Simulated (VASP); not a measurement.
# Ta (I4/mmm) in VASP: single point with PBEsol

Aim: the single point of Ta with PBEsol.

All numbers are computed with VASP 6.6.1; they aren't measurements. Logs are shortened: lines on timing, memory, paths and dates and some standing lists are left out, and cuts for length are marked.

**1. The cell of the first run**

It takes space group I4/mmm (No. 139, tetragonal). The conventional cell has a = 3.303 Å, b = 3.303 Å, c = 3.104 Å, α = 90.00°, β = 90.00°, γ = 90.00°. Around Ta (site symmetry 4/mmm) lie 10 Ta at 2.80 to 3.10 Å.

**2. Single point, PBEsol (strain -0.0600 x Voigt [1, 0, 0, 0, 0, 0], atoms carried along)**

File INCAR:

```
SYSTEM = Ta
PREC = Accurate ; ENCUT = 520
EDIFF = 1E-6 ; ISMEAR = 0
SIGMA = 0.15 ; LREAL = .FALSE.
LASPH = .TRUE. ; NELM = 100
ALGO = Fast ; ISIF = 2
LWAVE = .FALSE. ; LCHARG = .FALSE.
GGA = PS ; NBANDS = 12
```

File KPOINTS:

```
regular mesh
0
G
  20 20 20
  0 0 0
```

File POSCAR:

```
Ta
1.0
   -1.5522032000      1.6512800000      1.6512800000
    1.5522032000     -1.6512800000      1.6512800000
    1.5522032000      1.6512800000     -1.6512800000
Ta
1
Direct
    0.0000000000      0.0000000000      0.0000000000
```

Potentials or basis: VASP PAW PBE potentials, release 64 (Ta_pv).

Started as:

```
$ cat potpaw_PBE.64/Ta_pv/POTCAR > POTCAR
$ mpirun -np 1 vasp_std > vasp.out
```

OUTCAR:

```text
SYSTEM = Ta
   PREC = Accurate
   ENCUT = 520
   EDIFF = 1E-6
   ISMEAR = 0
   LREAL = .FALSE.
   LASPH = .TRUE.
   NELM = 100
   ISIF = 2
   GGA = PS

 ion  position               nearest neighbor table
   1  0.000  0.000  0.000-

  LATTYP: Found a body centered tetragonal cell.
 ALAT       =     3.3025600000
 C/A-ratio  =     0.9400000000

  Lattice vectors:

 A1 = (  -1.5522032000,   1.6512800000,  -1.6512800000)
 A2 = (  -1.5522032000,  -1.6512800000,   1.6512800000)
 A3 = (   1.5522032000,   1.6512800000,   1.6512800000)

Analysis of symmetry for initial positions (statically):
=====================================================================
 Subroutine PRICEL returns:
 Original cell was already a primitive cell.

 Routine SETGRP: Setting up the symmetry group for a
 body centered tetragonal supercell.

 Subroutine GETGRP returns: Found 16 space group operations
 (whereof 16 operations were pure point group operations)
 out of a pool of 16 trial point group operations.

The static configuration has the point symmetry D_4h.

Analysis of symmetry for dynamics (positions and initial velocities):
=====================================================================
 Subroutine PRICEL returns:
 Original cell was already a primitive cell.

 Routine SETGRP: Setting up the symmetry group for a
 body centered tetragonal supercell.

 Subroutine GETGRP returns: Found 16 space group operations
 (whereof 16 operations were pure point group operations)
 out of a pool of 16 trial point group operations.

The dynamic configuration has the point symmetry D_4h.

 Subroutine INISYM returns: Found 16 space group operations
 (whereof 16 operations are pure point group operations),
 and found     1 'primitive' translations

----------------------------------------------------------------------------------------

                                     Primitive cell

  volume of cell :      16.9297

  direct lattice vectors                    reciprocal lattice vectors
    -1.552203200  1.651280000  1.651280000     0.000000000  0.302795407  0.302795407
     1.552203200 -1.651280000  1.651280000     0.322122774  0.000000000  0.302795407
     1.552203200  1.651280000 -1.651280000     0.322122774  0.302795407  0.000000000

  length of vectors
     2.804065985  2.804065985  2.804065985     0.428217371  0.442095171  0.442095171

  position of ions in fractional coordinates (direct lattice)
     0.000000000  0.000000000  0.000000000

  ion indices of the primitive-cell ions
   primitive index   ion index
                 1           1

----------------------------------------------------------------------------------------

 KPOINTS: regular mesh

Automatic generation of k-mesh.
 Grid dimensions read from file:
 generate k-points for:   20   20   20

 Generating k-lattice:

  Cartesian coordinates                     Fractional coordinates (reciprocal lattice)
     0.000000000  0.015139770  0.015139770     0.050000000  0.000000000  0.000000000
     0.016106139  0.000000000  0.015139770    -0.000000000  0.050000000  0.000000000
     0.016106139  0.015139770  0.000000000    -0.000000000  0.000000000  0.050000000

  Length of vectors
     0.021410869  0.022104759  0.022104759

  Shift w.r.t. Gamma in fractional coordinates (k-lattice)
     0.000000000  0.000000000  0.000000000

 Subroutine IBZKPT returns following result:
 ===========================================

 Found    641 irreducible k-points:

 Following reciprocal coordinates:
            Coordinates               Weight
  0.000000  0.000000  0.000000      1.000000
  0.050000  0.000000  0.000000      4.000000
  0.100000  0.000000  0.000000      4.000000
  0.150000  0.000000  0.000000      4.000000
  0.200000  0.000000  0.000000      4.000000
  0.250000  0.000000  0.000000      4.000000
[... 16 lines left out ...]
  0.050000  0.100000  0.000000     16.000000
  0.100000  0.100000  0.000000     16.000000
 [... further k-points ...]
   k-points           NKPTS =    641   k-points in BZ     NKDIM =    641   number of bands    NBANDS=     12
   number of dos      NEDOS =    301   number of ions     NIONS =      1
   total plane-waves  NPLWV =  13824
   dimension x,y,z NGX =    24 NGY =   24 NGZ =   24
   dimension x,y,z NGXF=    48 NGYF=   48 NGZF=   48
   ions per type =               1
   NGX,Y,Z   is equivalent  to a cutoff of  14.23, 14.23, 14.23 a.u.
   NGXF,Y,Z  is equivalent  to a cutoff of  28.46, 28.46, 28.46 a.u.
 SYSTEM =  Ta
   PREC   = accura    normal or accurate (medium, high low for compatibility)
   ISTART =      0    job   : 0-new  1-cont  2-samecut
   ICHARG =      2    charge: 1-file 2-atom 10-const
   ISPIN  =      1    spin polarized calculation?
   LNONCOLLINEAR =      F non collinear calculations
   LSORBIT =      F    spin-orbit coupling
   LASPH  =      T    aspherical Exc in radial PAW
   ENCUT  =  520.0 eV  38.22 Ry    6.18 a.u.   5.21  5.21  5.21*2*pi/ulx,y,z
   NELM   =    100;   NELMIN=  2; NELMDL= -5     # of ELM steps
   EDIFF  = 0.1E-05   stopping-criterion for ELM
   LREAL  =      F    real-space projection
   EDIFFG = 0.1E-04   stopping-criterion for IOM
   NSW    =      0    number of steps for IOM
   IBRION =     -1    ionic relax: 0-MD 1-quasi-New 2-CG
   NFREE  =      0    steps in history (QN), initial steepest desc. (CG)
   ISIF   =      2    stress and relaxation
   ISYM   =      2    0-nonsym 1-usesym 2-fastsym
   POTIM  = 0.5000    time-step for ionic-motion
   TEBEG  =    0.0;   TEEND  =   0.0 temperature during run
   PSTRESS=    0.0 pullay stress
   NELECT =      11.0000    total number of electrons
   NUPDOWN=      -1.0000    fix difference up-down
   EMIN   =  10.00;   EMAX   =-10.00  energy-range for DOS
   EFERMI =   0.00;   METHOD = LEGACY
   ISMEAR =     0;   SIGMA  =   0.15  broadening in eV -4-tet -1-fermi 0-gaus
   EFERMI_NEDOS =   21; number of points for ismear=-14 and -15
   IALGO  =     68    algorithm
   IMIX   =      4    mixing-type and parameters
     AMIX     =   0.40;   BMIX     =  1.00
     AMIX_MAG =   1.60;   BMIX_MAG =  1.00
  volume/ion in A,a.u.               =      16.93       114.25
  Fermi-wavevector in a.u.,A,eV,Ry     =   1.417933  2.679505 27.354977  2.010534
  Thomas-Fermi vector in A             =   2.539111
   LORBIT       =      0    0 simple, 1 ext, 2 COOP (PROOUT), +10 PAW based schemes
   GGA     = PS    functional components
   LHFCALC =     F    Hartree Fock is set to
   AEXX    =    0.0000 exact exchange contribution
   IVDW    =     0    specifies the selected vdW correction
   LEPSILON=     F    determine dielectric tensor
   LRPA    =     F    only Hartree local field effects (RPA)
 non-spin polarized calculation
 RMM-DIIS sequential band-by-band and
 Gauss-broadening in eV      SIGMA  =   0.15
  energy-cutoff  :      520.00
  volume of cell :       16.93
 maximum number of plane-waves:       474
 NGX is ok and might be reduce to    24
   NGX = 11   NGY = 11   NGZ = 11

 number of electron      11.0000001 magnetization

 Free energy of the ion-electron system (eV)
  ---------------------------------------------------
  ext. energy  EPLUGINS =         0.00000000
  ---------------------------------------------------
  free energy    TOTEN  =       -12.51722208 eV

  energy without entropy =      -12.50220172  energy(sigma->0) =      -12.50971190

 E-fermi :   5.8378     XC(G=0): -13.0479

 val. band max:        5.8360498236   @ k =  -0.1500   0.1500   0.0500
 cond. band min:       5.8389792303   @ k =   0.4000  -0.2500   0.1000
 fundamental gap:      0.0029294067
 Fermi energy:         5.8378112904

 k-point     1 :       0.0000    0.0000    0.0000
  band No.  band energies     occupation
      1     -26.9470      2.00000
      2     -26.9470      2.00000
      3     -26.9296      2.00000
      4      -2.3317      2.00000
      5       6.0063      0.11207
      6       6.8803      0.00000
      7       6.8803      0.00000
      8       9.3910      0.00000
      9      10.6151      0.00000
     10      20.8112      0.00000
     11      20.8112      0.00000
     12      22.0212      0.00000

 k-point     2 :       0.0500    0.0000    0.0000
  band No.  band energies     occupation
      1     -26.9862      2.00000
      2     -26.9463      2.00000
      3     -26.9401      2.00000
      4      -2.2150      2.00000
      5       6.0017      0.12220
      6       6.8113      0.00000
      7       6.9948      0.00000
      8       9.2661      0.00000
      9      10.5941      0.00000
     10      20.9282      0.00000
     11      21.1220      0.00000
     12      22.2152      0.00000

 k-point     3 :       0.1000    0.0000    0.0000
  band No.  band energies     occupation
      1     -27.0987      2.00000
      2     -26.9703      2.00000
      3     -26.9441      2.00000
      4      -1.8759      2.00000
      5       5.9692      0.21553
      6       6.6178      0.00000
      7       7.3357      0.00000
      8       8.9783      0.00000
      9      10.5402      0.00000
     10      21.2357      0.00000
     11      21.9444      0.00000
     12      22.7830      0.00000

 k-point     4 :       0.1500    0.0000    0.0000
  band No.  band energies     occupation
      1     -27.2704      2.00000
      2     -27.0170      2.00000
      3     -26.9407      2.00000
      4      -1.3491      2.00000
      5       5.8655      0.79427
      6       6.3336      0.00000
      7       7.8937      0.00000
      8       8.7171      0.00000
      9      10.4757      0.00000
     10      20.7079      0.00000
     11      21.5807      0.00000
     12      22.9442      0.00000

 k-point     5 :       0.2000    0.0000    0.0000
  band No.  band energies     occupation
      1     -27.4809      2.00000
      2     -27.0753      2.00000
      3     -26.9365      2.00000
      4      -0.6961      2.00000
      5       5.6842      1.85242
      6       6.0012      0.12339
      7       8.6316      0.00000
      8       8.6531      0.00000
      9      10.4261      0.00000
     10      20.7056      0.00000
     11      21.6618      0.00000
     12      23.4070      0.00000
[... 228 lines left out ...]
      1     -28.3764      2.00000
      2     -27.3519      2.00000
      3     -26.9325      2.00000
      4       1.2398      2.00000
      5       4.7180      2.00000
      6       7.1813      0.00000
      7       9.1906      0.00000
      8      10.7642      0.00000
      9      14.1467      0.00000
     10      18.2133      0.00000
     11      18.5789      0.00000
     12      20.7324      0.00000

 k-point    22 :       0.0000    0.1000    0.0000
  band No.  band energies     occupation
      1     -27.0897      2.00000
      2     -26.9945      2.00000
      3     -26.9431      2.00000
      4      -1.8435      2.00000
      5       5.9598      0.25005
      6       6.7151      0.00000
      7       7.0681      0.00000
      8       9.3557      0.00000
      9      10.2553      0.00000
     10      21.5839      0.00000
     11      21.6826      0.00000
     12      22.8481      0.00000

 k-point    23 :       0.0500    0.1000    0.0000
  band No.  band energies     occupation
      1     -27.1940      2.00000
      2     -27.0121      2.00000
      3     -26.9532      2.00000
      4      -1.5190      2.00000
      5       5.8195      1.13726
      6       6.5346      0.00000
      7       7.4785      0.00000
      8       9.0583      0.00000
      9      10.3659      0.00000
     10      20.7088      0.00000
     11      21.7844      0.00000
     12      22.3679      0.00000

 k-point    24 :       0.1000    0.1000    0.0000
  band No.  band energies     occupation
      1     -27.3509      2.00000
      2     -27.0382      2.00000
      3     -26.9726      2.00000
      4      -1.0100      2.00000
      5       5.6435      1.93298
      6       6.2266      0.00025
      7       8.1160      0.00000
      8       8.7975      0.00000
      9      10.4677      0.00000
     10      20.7074      0.00000
     11      22.1285      0.00000
     12      23.0624      0.00000

 [... further k-points ...]
[... 5 lines left out ...]
  --------------------------------------------------------------------------------------
  -------------------------------------------------------------------------------------
  Total        1.6218322      0.8239927      0.8239927      0.0000000      0.0000000      0.0000000
  in kB      153.4851993     77.9801233     77.9801233      0.0000000      0.0000000      0.0000000
  external PRESSURE =     103.1484820 kB  Pullay stress =       0.0000000 kB

 VOLUME and BASIS-vectors are now :
 -----------------------------------------------------------------------------
  energy-cutoff  :      520.00
  volume of cell :       16.93
      direct lattice vectors                 reciprocal lattice vectors
    -1.552203200  1.651280000  1.651280000     0.000000000  0.302795407  0.302795407
     1.552203200 -1.651280000  1.651280000     0.322122774  0.000000000  0.302795407
     1.552203200  1.651280000 -1.651280000     0.322122774  0.302795407  0.000000000

 POSITION                                       TOTAL-FORCE (eV/Angst)
 -----------------------------------------------------------------------------------
      0.00000      0.00000      0.00000        -0.000000      0.000000      0.000000
 -----------------------------------------------------------------------------------
    total drift:                               -0.000000      0.000000      0.000000

  FREE ENERGIE OF THE ION-ELECTRON SYSTEM (eV)
  ---------------------------------------------------
  free  energy   TOTEN  =       -12.5172220840 eV

  energy  without entropy=      -12.5022017168  energy(sigma->0) =      -12.50971190
```

Run time: 90 s. Hardware: 1 thread of Intel Xeon Platinum 8259CL at 2.50GHz (Skylake/Cascade Lake), shared host; peak memory 0.25 GiB.

Results:

```yaml
Free_energy: -12.5172 eV
Pressure: 10.3 GPa
Band_gap_on_the_k_mesh: none (metal or under the smearing width)
```

Stress tensor (GPa, compression positive):
```
15.35  0.00  0.00
 0.00  7.80  0.00
 0.00  0.00  7.80
```

Levels at points of the mesh, in eV from the Fermi level:
```csv
k point,band 2,band 3,band 4,band 5,band 6,band 7,band 8,band 9
"(0.00, 0.00, 0.00)",-32.78,-32.77,-8.17,0.17,1.04,1.04,3.55,4.78
"(0.50, 0.00, 0.00)",-33.18,-32.75,-4.70,-1.13,1.60,3.36,4.85,8.29
"(0.00, 0.50, 0.00)",-33.26,-32.83,-4.67,-2.02,2.10,4.22,5.76,8.43
"(0.50, 0.50, 0.50)",-33.83,-33.65,-4.30,-4.11,7.28,7.28,7.56,8.71
```

Caveat: the PAW data sets were made with another functional, which shifts forces and pressure a little. Spin-orbit coupling is left out, which matters for the levels of Ta.
